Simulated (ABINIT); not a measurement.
# CdSe: equation of state with PBE

CdSe:

```xyz
2
Lattice="0.0000 3.0703 3.0703 3.0703 0.0000 3.0703 3.0703 3.0703 0.0000" Properties=species:S:1:pos:R:3 pbc="T T T"
Cd    0.0000    0.0000    0.0000
Se    1.5351    1.5351    1.5351
```

Measurements of this composition are mostly on another form, of space group No. 186.

```
Program             : ABINIT 10.8.3 (patched build)
Task                : equation of state
Functional          : PBE
Potentials or basis : PseudoDojo NC SR PBE v0.5 standard
Cutoff              : 1388 eV
k mesh              : 5 × 5 × 5
Occupations         : fermi-dirac, width 0.05 eV
Spin                : no spin polarisation
```

- Equilibrium volume: 29.78 Å³/atom
- Bulk modulus: 45 GPa
- Pressure derivative of the bulk modulus: 4.7

Energy against volume, from the lowest point:
```csv
volume (Å³/atom),energy (meV/atom)
27.206,36.56
27.784,20.97
28.363,9.99
28.942,3.15
29.521,0.00
30.100,0.16
30.679,3.28
```

Run time: 9.1 min on 1 thread of Intel(R) Xeon(R) Platinum 8375C CPU @ 2.90GHz (Ice Lake), with other jobs on the host, peak memory 0.16 GiB.

Caveat: pressures at fixed basis lie under the slope of the energies.
